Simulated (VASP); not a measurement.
# AgBr (Fm-3m) in VASP: a series of runs

One crystal, AgBr, is run at these levels: PBE; tasks: single point.

Program: VASP 6.6.1. These are calculated values, not measurements. Logs are shortened: lines on timing, memory, paths and dates and some standing lists are left out, and cuts for length are marked.

## 1. Starting point

It takes space group Fm-3m (No. 225, cubic). Conventional cell: a = 5.740 Å, b = 5.740 Å, c = 5.740 Å, α = 90.00°, β = 90.00°, γ = 90.00°. Ag (site symmetry m-3m) is surrounded by 6 Br at 2.87 Å. Br (site symmetry m-3m) is surrounded by 6 Ag at 2.87 Å.

## 2. Single point, PBE

INCAR reads:

```
  PREC = Accurate
  ENCUT = 520
  EDIFF = 1E-6
  ISMEAR = 0
  SIGMA = 0.01
  LREAL = F
  LASPH = T
  NELM = 80
  ALGO = Fast
  ISIF = 2
  LWAVE = F
  LCHARG = T
  GGA = PE
  LELF = T
  LVHAR = T
  NBANDS = 16
```

KPOINTS reads:

```
regular mesh
0
Gamma
  7 7 7
```

POSCAR reads:

```
AgBr
1.0
    4.0590050000      0.0000000000      0.0000000000
    2.0295025000      3.5152014441      0.0000000000
    2.0295025000      1.1717338147      3.3141637045
Ag Br
1 1
Direct
    0.0000000000      0.0000000000      0.0000000000
    0.5000000000      0.5000000000      0.5000000000
```

Potentials or basis: VASP PAW PBE potentials, release 64 (Ag, Br).

Launch:

```sh
$ cat potpaw_PBE.64/Ag/POTCAR potpaw_PBE.64/Br/POTCAR > POTCAR
$ mpirun -np 1 vasp_std > vasp.out
```

OUTCAR:

```text
PREC = Accurate
   ENCUT = 520
   EDIFF = 1E-6
   ISMEAR = 0
   LREAL = F
   LASPH = T
   NELM = 80
   ISIF = 2
   GGA = PE

 ion  position               nearest neighbor table
   1  0.000  0.000  0.000-   2 2.87   2 2.87   2 2.87   2 2.87   2 2.87   2 2.87
   2  0.500  0.500  0.500-   1 2.87   1 2.87   1 2.87   1 2.87   1 2.87   1 2.87

  LATTYP: Found a face centered cubic cell.
 ALAT       =     5.7402999208

  Lattice vectors:

 A1 = (   4.0590050000,   0.0000000000,   0.0000000000)
 A2 = (   2.0295025000,   3.5152014441,   0.0000000000)
 A3 = (   2.0295025000,   1.1717338147,   3.3141637045)

Analysis of symmetry for initial positions (statically):
=====================================================================
 Subroutine PRICEL returns:
 Original cell was already a primitive cell.

 Routine SETGRP: Setting up the symmetry group for a
 face centered cubic supercell.

 Subroutine GETGRP returns: Found 48 space group operations
 (whereof 48 operations were pure point group operations)
 out of a pool of 48 trial point group operations.

The static configuration has the point symmetry O_h .

Analysis of symmetry for dynamics (positions and initial velocities):
=====================================================================
 Subroutine PRICEL returns:
 Original cell was already a primitive cell.

 Routine SETGRP: Setting up the symmetry group for a
 face centered cubic supercell.

 Subroutine GETGRP returns: Found 48 space group operations
 (whereof 48 operations were pure point group operations)
 out of a pool of 48 trial point group operations.

The dynamic configuration has the point symmetry O_h .

 Subroutine INISYM returns: Found 48 space group operations
 (whereof 48 operations are pure point group operations),
 and found     1 'primitive' translations

----------------------------------------------------------------------------------------

                                     Primitive cell

  volume of cell :      47.2872

  direct lattice vectors                    reciprocal lattice vectors
     4.059005000  0.000000000  0.000000000     0.246365797 -0.142239359 -0.100578415
     2.029502500  3.515201444  0.000000000     0.000000000  0.284478718 -0.100578415
     2.029502500  1.171733815  3.314163704     0.000000000  0.000000000  0.301735246

  length of vectors
     4.059005000  4.059005000  4.059005000     0.301735246  0.301735246  0.301735246

  position of ions in fractional coordinates (direct lattice)
     0.000000000  0.000000000  0.000000000
     0.500000000  0.500000000  0.500000000

  ion indices of the primitive-cell ions
   primitive index   ion index
                 1           1
                 2           2

----------------------------------------------------------------------------------------

 KPOINTS: regular mesh

Automatic generation of k-mesh.
 Grid dimensions read from file:
 generate k-points for:    7    7    7

 Generating k-lattice:

  Cartesian coordinates                     Fractional coordinates (reciprocal lattice)
     0.035195114 -0.020319908 -0.014368345     0.142857143  0.000000000  0.000000000
     0.000000000  0.040639817 -0.014368345     0.000000000  0.142857143 -0.000000000
     0.000000000  0.000000000  0.043105035     0.000000000  0.000000000  0.142857143

  Length of vectors
     0.043105035  0.043105035  0.043105035

  Shift w.r.t. Gamma in fractional coordinates (k-lattice)
     0.000000000  0.000000000  0.000000000

 Subroutine IBZKPT returns following result:
 ===========================================

 Found     20 irreducible k-points:

 Following reciprocal coordinates:
            Coordinates               Weight
  0.000000  0.000000  0.000000      1.000000
  0.142857  0.000000 -0.000000      8.000000
  0.285714  0.000000 -0.000000      8.000000
  0.428571  0.000000  0.000000      8.000000
  0.142857  0.142857 -0.000000      6.000000
  0.285714  0.142857 -0.000000     24.000000
[... 12 lines left out ...]
 -0.428571  0.428571  0.142857     24.000000
 -0.285714  0.428571  0.142857     24.000000
   k-points           NKPTS =     20   k-points in BZ     NKDIM =     20   number of bands    NBANDS=     16
   number of dos      NEDOS =    301   number of ions     NIONS =      2
   total plane-waves  NPLWV =  27000
   dimension x,y,z NGX =    30 NGY =   30 NGZ =   30
   dimension x,y,z NGXF=    60 NGYF=   60 NGZF=   60
   ions per type =               1   1
   NGX,Y,Z   is equivalent  to a cutoff of  12.29, 12.29, 12.29 a.u.
   NGXF,Y,Z  is equivalent  to a cutoff of  24.57, 24.57, 24.57 a.u.
 SYSTEM =  unknown system
   PREC   = accura    normal or accurate (medium, high low for compatibility)
   ISTART =      0    job   : 0-new  1-cont  2-samecut
   ICHARG =      2    charge: 1-file 2-atom 10-const
   ISPIN  =      1    spin polarized calculation?
   LNONCOLLINEAR =      F non collinear calculations
   LSORBIT =      F    spin-orbit coupling
   LASPH  =      T    aspherical Exc in radial PAW
   ENCUT  =  520.0 eV  38.22 Ry    6.18 a.u.   7.55  7.55  7.55*2*pi/ulx,y,z
   NELM   =     80;   NELMIN=  2; NELMDL= -5     # of ELM steps
   EDIFF  = 0.1E-05   stopping-criterion for ELM
   LREAL  =      F    real-space projection
   EDIFFG = 0.1E-04   stopping-criterion for IOM
   NSW    =      0    number of steps for IOM
   IBRION =     -1    ionic relax: 0-MD 1-quasi-New 2-CG
   NFREE  =      0    steps in history (QN), initial steepest desc. (CG)
   ISIF   =      2    stress and relaxation
   ISYM   =      2    0-nonsym 1-usesym 2-fastsym
   POTIM  = 0.5000    time-step for ionic-motion
   TEBEG  =    0.0;   TEEND  =   0.0 temperature during run
   PSTRESS=    0.0 pullay stress
   NELECT =      18.0000    total number of electrons
   NUPDOWN=      -1.0000    fix difference up-down
   EMIN   =  10.00;   EMAX   =-10.00  energy-range for DOS
   EFERMI =   0.00;   METHOD = LEGACY
   ISMEAR =     0;   SIGMA  =   0.01  broadening in eV -4-tet -1-fermi 0-gaus
   EFERMI_NEDOS =   21; number of points for ismear=-14 and -15
   IALGO  =     68    algorithm
   IMIX   =      4    mixing-type and parameters
     AMIX     =   0.40;   BMIX     =  1.00
     AMIX_MAG =   1.60;   BMIX_MAG =  1.00
  volume/ion in A,a.u.               =      23.64       159.55
  Fermi-wavevector in a.u.,A,eV,Ry     =   1.186454  2.242074 19.152571  1.407674
  Thomas-Fermi vector in A             =   2.322627
   LORBIT       =      0    0 simple, 1 ext, 2 COOP (PROOUT), +10 PAW based schemes
   GGA     = PE    functional components
   LHFCALC =     F    Hartree Fock is set to
   AEXX    =    0.0000 exact exchange contribution
   IVDW    =     0    specifies the selected vdW correction
   LEPSILON=     F    determine dielectric tensor
   LRPA    =     F    only Hartree local field effects (RPA)
 non-spin polarized calculation
 RMM-DIIS sequential band-by-band and
 Gauss-broadening in eV      SIGMA  =   0.01
  energy-cutoff  :      520.00
  volume of cell :       47.29
 maximum number of plane-waves:      1299
 NGX is ok and might be reduce to    30
   NGX = 15   NGY = 15   NGZ = 15

 number of electron      18.0000002 magnetization

 Free energy of the ion-electron system (eV)
  ---------------------------------------------------
  ext. energy  EPLUGINS =         0.00000000
  ---------------------------------------------------
  free energy    TOTEN  =        -4.98292818 eV

  energy without entropy =       -4.98292818  energy(sigma->0) =       -4.98292818

 E-fermi :   3.6585     XC(G=0):  -9.8605

 val. band max:        3.5488676273   @ k =   0.4286   0.0000   0.0000
 cond. band min:       4.2930936324   @ k =   0.0000   0.0000   0.0000
 fundamental gap:      0.7442260051
 Fermi energy:         3.6584592743

 k-point     1 :       0.0000    0.0000    0.0000
  band No.  band energies     occupation
      1     -11.4605      2.00000
      2       0.8241      2.00000
      3       0.8241      2.00000
      4       0.8241      2.00000
      5       0.8243      2.00000
      6       0.8243      2.00000
[... 8 lines left out ...]
     15      15.4115      0.00000
     16      15.4115      0.00000

 k-point     2 :       0.1429    0.0000   -0.0000
  band No.  band energies     occupation
      1     -11.3822      2.00000
      2       0.3443      2.00000
      3       0.3451      2.00000
      4       0.3451      2.00000
      5       0.8794      2.00000
      6       0.8794      2.00000
[... 8 lines left out ...]
     15      14.5432      0.00000
     16      14.9076      0.00000

 k-point     3 :       0.2857    0.0000   -0.0000
  band No.  band energies     occupation
      1     -11.1966      2.00000
      2      -0.8066      2.00000
      3      -0.2103      2.00000
      4      -0.2103      2.00000
      5       1.0077      2.00000
      6       1.0077      2.00000
[... 8 lines left out ...]
     15      15.2445      0.00000
     16      15.2445      0.00000

 k-point     4 :       0.4286    0.0000    0.0000
  band No.  band energies     occupation
      1     -11.0364      2.00000
      2      -1.5503      2.00000
      3      -0.5161      2.00000
      4      -0.5161      2.00000
      5       1.1148      2.00000
      6       1.1148      2.00000
[... 8 lines left out ...]
     15      16.4927      0.00000
     16      16.4927      0.00000
[... 248 lines left out ...]
 k-point    18 :      -0.4286    0.2857    0.1429
  band No.  band energies     occupation
      1     -10.9897      2.00000
      2      -1.1080      2.00000
      3      -0.4603      2.00000
      4      -0.2805      2.00000
      5       1.0565      2.00000
      6       1.1456      2.00000
[... 8 lines left out ...]
     15      16.6368      0.00000
     16      18.0929      0.00000

 k-point    19 :      -0.4286    0.4286    0.1429
  band No.  band energies     occupation
      1     -10.9770      2.00000
      2      -0.7358      2.00000
      3      -0.2371      2.00000
      4       0.0389      2.00000
      5       1.0797      2.00000
      6       1.1769      2.00000
[... 8 lines left out ...]
     15      17.4302      0.00000
     16      18.7858      0.00000

 k-point    20 :      -0.2857    0.4286    0.1429
  band No.  band energies     occupation
      1     -10.9552      2.00000
      2      -0.6974      2.00000
      3      -0.4060      2.00000
      4      -0.2943      2.00000
      5       1.0961      2.00000
      6       1.1887      2.00000
[... 8 lines left out ...]
     15      16.3894      0.00000
     16      18.8872      0.00000

------------------------ aborting loop because EDIFF is reached ----------------------------------------

  FORCE on cell =-STRESS in cart. coord.  units (eV):
  Direction    XX          YY          ZZ          XY          YZ          ZX
  --------------------------------------------------------------------------------------
  -------------------------------------------------------------------------------------
  Total        0.6642159      0.6642159      0.6642159      0.0000000     -0.0000000      0.0000000
  in kB       22.5048484     22.5048484     22.5048484      0.0000000     -0.0000000      0.0000000
  external PRESSURE =      22.5048484 kB  Pullay stress =       0.0000000 kB

 VOLUME and BASIS-vectors are now :
 -----------------------------------------------------------------------------
  energy-cutoff  :      520.00
  volume of cell :       47.29
      direct lattice vectors                 reciprocal lattice vectors
     4.059005000  0.000000000  0.000000000     0.246365797 -0.142239359 -0.100578415
     2.029502500  3.515201444  0.000000000     0.000000000  0.284478718 -0.100578415
     2.029502500  1.171733815  3.314163704     0.000000000  0.000000000  0.301735246

 POSITION                                       TOTAL-FORCE (eV/Angst)
 -----------------------------------------------------------------------------------
      0.00000      0.00000      0.00000        -0.000000      0.000000      0.000000
      4.05900      2.34347      1.65708         0.000000     -0.000000      0.000000
 -----------------------------------------------------------------------------------
    total drift:                                0.000000     -0.000000     -0.000000

  FREE ENERGIE OF THE ION-ELECTRON SYSTEM (eV)
  ---------------------------------------------------
  free  energy   TOTEN  =        -4.9829281817 eV

  energy  without entropy=       -4.9829281817  energy(sigma->0) =       -4.98292818
```

It took 10 s on 1 thread of AMD EPYC 9R45 (Zen 5), shared host; peak memory 0.14 GiB.

Results:

```yaml
Free_energy: -4.9829 eV
Pressure: 2.3 GPa
Band_gap_on_the_k_mesh: 0.74 eV, indirect (least direct gap 2.61 eV)
```

Caveat: an odd mesh through Γ misses points on the zone boundary, where band edges often lie.

[end of part 1 of 2]
